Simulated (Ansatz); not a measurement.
# SnO2 (Pnnm) in Ansatz: band structure with HSE06

Aim: the band structure of SnO2 with HSE06.

Everything below comes from runs of Ansatz 0.2.0. Logs are shortened: lines on timing, memory, paths and dates and some standing lists are left out, and cuts for length are marked.

**1. The structure**

Symmetry: Pnnm, No. 58, orthorhombic system. The conventional cell has a = 4.788 Å, b = 4.867 Å, c = 3.241 Å, α = 90.00°, β = 90.00°, γ = 90.00°. Sn (site symmetry 2/m) has 6 O at 2.09 to 2.10 Å as nearest neighbours. O (site symmetry m) has 3 Sn at 2.09 to 2.10 Å as nearest neighbours.

The cell is a database's computed one.

**2. Band structure, HSE06**

input

```
crystal:
  lattice:
    - [4.788004, 0.0, 0.0]
    - [0.0, 4.866582, 0.0]
    - [0.0, 0.0, 3.240898]
  atoms:
    - { symbol: Sn, position: [0.0, 0.0, 0.0] }
    - { symbol: Sn, position: [0.5, 0.5, 0.5] }
    - { symbol: O, position: [0.708145, 0.678958, 0.0] }
    - { symbol: O, position: [0.208145, 0.821042, 0.5] }
    - { symbol: O, position: [0.791855, 0.178958, 0.5] }
    - { symbol: O, position: [0.291855, 0.321042, 0.0] }
hamiltonian:
  xc: hse06
  pseudopotentials: { kind: paw }
kpoints:
  mp_grid: { grid: [4, 4, 6] }
  band_path:
    path:
      - [[0.0, 0.0, 0.0], [0.0, 0.0, 0.5], [0.5, 0.0, 0.5], [0.5, 0.0, 0.0], [0.0, 0.0, 0.0], [0.0, 0.5, 0.0], [0.0, 0.5, 0.5], [0.5, 0.5, 0.5], [0.5, 0.5, 0.0], [0.0, 0.5, 0.0]]
      - [[0.5, 0.0, 0.0], [0.5, 0.5, 0.0]]
      - [[0.0, 0.5, 0.5], [0.0, 0.0, 0.5]]
      - [[0.5, 0.0, 0.5], [0.5, 0.5, 0.5]]
    npoints: 4
scf:
  occupations: { method: fermi_dirac, width: 0.05 }
  n_extra_bands: 15
output:
  forces: true
  stress: true
  eigenvalues: true
  fatbands: false
```

Potentials or basis: Ansatz PAW.

Log:

```text
Warning: output.stress: scf.convergence.dr2_threshold = 1e-7 eV (the SCF's general default) is looser than the 6e-10 eV advised for a printed stress (1e-10 eV for each atom of the cell: 6). What an SCF threshold leaves in a stress goes as its square root, and in the free energy as the threshold itself, and one threshold admits the most on a small cell: of the crystals measured, under no hybrid functional and no lock of the moments, on runs that ended without the residual-converged pass, on stresses that held no estimate of that error, the worst erred by over 100 MPa in a component at 1e-7 eV an atom and by under 5 at 1e-10. Set scf.convergence.dr2_threshold to 6e-10 eV or tighter. The threshold is an SCF's pass mark: one that does not reach it within its budget of iterations ends unconverged, or closes short of it on a stop that the run arms, and scf.convergence.dr2_threshold's page says what that costs each kind of run
Warning: output.stress: scf.exx.energy_threshold = 1e-6 eV is looser than the 6e-8 eV advised for a stress under a hybrid functional (1e-8 eV for each atom of the cell: 6). Every SCF of the exchange loop can meet its threshold on dr2 while the loop round them stops early: no threshold on dr2 bounds what that leaves in the stress. Set scf.exx.energy_threshold to 6e-8 eV or tighter. The threshold is the loop's pass mark: a loop that does not reach it within its budget of cycles ends unconverged, and scf.exx.energy_threshold's page has the law
scf.n_extra_bands = 15 over 26 filled bands (N_el = 52.0): the run solves 41 bands
GPUs: using 1 of 1 available (devices: 1).
Engine: ansatz 0.2.0, x86_64-unknown-linux-gnu
Pseudopotentials: kind: paw
Pseudopotential: Sn, paw, valence charge 14, recommended cutoff 420 eV (normal), Sn.paw.azcp
Pseudopotential: O, paw, valence charge 6, recommended cutoff 420 eV (normal), O.paw.azcp
Functional definition: HSE06
  parameter a = 0.25
  parameter omega = 0.11/bohr
  exchange = pbe_x - a*pbe_x_sr(omega) + a*exact_x_sr(omega)
  correlation = pbe_c
device memory: the entry about to start is reckoned to put 1.1 GiB on a device that reports 57.4 GiB free (of which the cap on the GPU budget leaves the run 18.0 GiB)
GPU FFT provider: cuFFT
GPU libraries: cuBLAS 13.8.2, cuFFT 12.4.0, cuSOLVER 12.3.4
Crystal: 6 atoms, lattice volume = 75.517 Å³
Basis set: ecut = 420 eV, 1479 PW (Γ), exchange–correlation on 72×72×48 points (8 copies of the dense FFT grid, shifted against one another)
Bands: 41, of which v1, the nominal top of the filled ones, is band 26 counted from 1 (25 counted from 0)
Symmetry: 8 space group operations
Space group: Pnnm (ITA 58), of the structure as read, at distance tolerance 4.2e-5 Å
k-points: 36 of 96
Non-local potential: Sn, projectors of the file, l = 0: 2, l = 1: 2, l = 2: 2, l = 3: 2
Non-local potential: O, projectors of the file, l = 0: 2, l = 1: 2, l = 2: 1
PAW form: soft (Blöchl's): semilocal exchange-correlation on the pseudo side does not see the compensation charge
PAW frozen core: Sn, regenerated for the run's functional, and the local potential with it (the file was generated under x = pbe(κ = 0.804, μ = 0.2195149727645171), c = pbe(β = 0.06672455060314922))
[... 51 lines left out ...]
device memory: the entry about to start is reckoned to put 0.8 GiB on a device that reports 32.5 GiB free (of which the cap on the GPU budget leaves the run 18.0 GiB)
NSCF: frozen V_eff on 52 k-points, pencils in batches of 32, up to order 184
hybrid SCF converged: 2 outer / 10 inner (+3 warm-up), last move |dexx| = 6.35e-7 eV, tail = 1.57e-8 eV
Stability not checked: this state was not tested for a lower state beside it, because the functional holds exact exchange (a hybrid, or Hartree-Fock), whose exchange loop this test does not read (fock_operator; see scf.lower_state_search)
Free energy (F): -14325.411471 eV
Frozen-core exchange: fock
Harris-Foulkes:  -14325.411471 eV  (|F-HF|=4.60e-10)
Internal energy: -14325.411471 eV  (E = F + TS)
E sigma→0 (E₀):  -14325.411471 eV
Fermi energy:    8.552847 eV
--- Per-component energies (eV) ---
  E_band       = -259.505586
  E_kinetic    = 1079.436902
  E_local      = -2951.787035  (includes V_loc(G=0)·N_el)
  E_nonlocal   = 127.723569
  E_hartree    = 1523.158793
  E_xc         = -831.004480
  E_vxc        = -446.278781  (∫ρ·V_xc dr)
  E_exx        = -151.462096  (= α·E_x^exact, valence–valence)
  E_paw        = -9009.434975  (= ΣΔE_a)
  E_vpaw       = -812.003590  (= ΣTr[D̂ρ^β])
  E_aug_tail   = 0.009819  (compensation charges beyond the density's cutoff)
  E_ewald      = -4112.463075
  E_core_change = 0.411106  (= ΣΔE_core)
  E_smearing   = -0.000000  (= −TS)
  E_closure    = 0.000002  (closes the sum)
  Σ components = -14325.411471   (vs F -14325.411471, Δ=0.00e0)
--- Forces (eV/Å), atoms counted from 1 ---
  atom   1  Sn     0.00000000     0.00000000     0.00000000
  atom   2  Sn     0.00000000    -0.00000000     0.00000000
  atom   3  O     -0.18759280     0.01434528     0.00000000
  atom   4  O     -0.18759280    -0.01434528     0.00000000
  atom   5  O      0.18759280     0.01434528     0.00000000
  atom   6  O      0.18759280    -0.01434528     0.00000000
  max |Σ_I F_I| component: 5.55e-17 eV/Å
--- Stress (GPa, compression-positive) ---
       -8.432039       0.000000       0.000000
        0.000000      -8.743428       0.000000
        0.000000       0.000000     -11.655912
  P = ⅓ Tr σ = -9.6105 GPa (-96.105 kbar)
--- Band table (eV; the first three rows and the last of 36) ---
  k-point 0: bands = ["-15.0298", "-14.2669", "-14.0549", "-14.0515", "-14.0192", "-13.9549", "-13.9068", "-13.8337", "-13.7939", "-13.7906", "-12.6343", "-10.9098", "-10.8709", "-9.2457", "-0.6841", "3.2731", "3.6765", "3.7351", "4.3130", "5.6163", "5.6412", "6.3636", "6.4031", "6.7517", "6.7688", "7.3356", "9.7611", "15.0692", "15.2432", "15.4155", "19.6089", "19.6220", "20.8968", "21.3987", "21.6439", "21.9782", "24.3542", "25.8543", "27.8537", "28.2034", "28.5030"]
  k-point 1: bands = ["-14.9103", "-14.2794", "-14.2782", "-14.1531", "-13.9770", "-13.9641", "-13.8975", "-13.8343", "-13.8200", "-13.8167", "-12.4804", "-10.5306", "-10.4990", "-9.4460", "-0.6625", "3.4459", "3.5500", "3.9566", "4.0943", "4.5036", "5.3760", "5.4395", "5.5090", "6.7418", "6.7929", "7.1448", "11.2839", "15.5933", "16.3564", "16.5198", "18.2593", "20.8153", "20.9149", "21.2904", "21.3241", "21.7747", "23.9406", "24.3321", "25.6092", "26.1485", "28.8438"]
  k-point 2: bands = ["-14.6433", "-14.6427", "-14.6263", "-14.1390", "-13.8790", "-13.8730", "-13.8634", "-13.8616", "-13.8579", "-13.8386", "-11.9349", "-10.0665", "-9.8429", "-9.8256", "-0.4526", "1.9357", "3.3203", "3.8866", "3.9510", "4.3451", "4.6119", "4.7941", "5.0269", "6.4209", "6.5538", "6.5610", "13.4940", "15.8807", "17.8620", "18.4889", "18.5374", "20.2540", "20.4619", "20.8956", "21.5823", "21.7731", "22.9852", "23.8049", "24.0709", "24.3419", "28.0155"]
  k-point 35: bands = ["-14.8089", "-14.8089", "-14.3465", "-14.3465", "-13.8857", "-13.8857", "-13.8484", "-13.8484", "-13.7944", "-13.7944", "-10.8530", "-10.8530", "-9.5897", "-9.5897", "-0.4414", "-0.4414", "2.5470", "2.5470", "5.0794", "5.0794", "5.1561", "5.1561", "6.4845", "6.4845", "6.5820", "6.5820", "13.6629", "13.6629", "17.9510", "17.9510", "20.2499", "20.2499", "20.3299", "20.3299", "22.1174", "22.1174", "24.2424", "24.2424", "25.0709", "25.0709", "26.9527"]
```

Run time: 2 min. Hardware: 1 × NVIDIA H100 80GB HBM3 with 2 threads of AMD EPYC 7R13 (Zen 3), shared host; peak memory 2.7 GiB.

Results:

| Item | Value |
| --- | --- |
| Free energy | -14325.4115 eV |
| Pressure | -9.6 GPa |
| Largest force | 0.188 eV/Å |
| Band gap on the k mesh | 2.43 eV, direct |
| Band gap along the path | 2.43 eV, direct |

Forces on the atoms (eV/Å):
```
Sn   0.000  0.000  0.000
Sn   0.000  0.000  0.000
O   -0.188  0.014  0.000
O   -0.188 -0.014  0.000
O    0.188  0.014  0.000
O    0.188 -0.014  0.000
```

Levels at the corners of the path, in eV from the valence-band top:
| point | band 23 | band 24 | band 25 | band 26 | band 27 | band 28 | band 29 | band 30 |
| --- | --- | --- | --- | --- | --- | --- | --- | --- |
| Γ | -0.93 | -0.58 | -0.57 | 0.00 | 2.43 | 7.73 | 7.91 | 8.08 |
| X | -1.56 | -1.56 | -1.15 | -1.15 | 7.71 | 7.71 | 11.46 | 11.46 |
| S | -0.89 | -0.89 | -0.52 | -0.52 | 8.03 | 8.03 | 9.73 | 9.73 |
| Y | -0.90 | -0.90 | -0.43 | -0.43 | 5.67 | 5.67 | 8.52 | 8.52 |
| Γ | -0.93 | -0.58 | -0.57 | 0.00 | 2.43 | 7.73 | 7.91 | 8.08 |
| Z | -0.88 | -0.88 | -0.53 | -0.53 | 5.84 | 5.84 | 9.01 | 9.01 |
| U | -1.11 | -1.11 | -0.44 | -0.44 | 7.92 | 7.92 | 9.50 | 9.50 |
| R | -0.85 | -0.85 | -0.75 | -0.75 | 6.33 | 6.33 | 10.62 | 10.62 |
| T | -1.04 | -1.04 | -0.82 | -0.82 | 6.25 | 6.25 | 9.08 | 9.08 |
| Z | -0.88 | -0.88 | -0.53 | -0.53 | 5.84 | 5.84 | 9.01 | 9.01 |
| Y | -0.90 | -0.90 | -0.43 | -0.43 | 5.67 | 5.67 | 8.52 | 8.52 |
| T | -1.04 | -1.04 | -0.82 | -0.82 | 6.25 | 6.25 | 9.08 | 9.08 |
| U | -1.11 | -1.11 | -0.44 | -0.44 | 7.92 | 7.92 | 9.50 | 9.50 |
| X | -1.56 | -1.56 | -1.15 | -1.15 | 7.71 | 7.71 | 11.46 | 11.46 |
| S | -0.89 | -0.89 | -0.52 | -0.52 | 8.03 | 8.03 | 9.73 | 9.73 |
| R | -0.85 | -0.85 | -0.75 | -0.75 | 6.33 | 6.33 | 10.62 | 10.62 |

Caveat: the pressure holds a Pulay correction of +0.6 GPa for the finite cutoff; spin-orbit coupling is left out, which moves the levels of the heavy elements; the PAW data sets come from PBE, with cores solved anew for the run's functional, which leaves a small shift of forces and pressure; the thresholds are loose for stress.
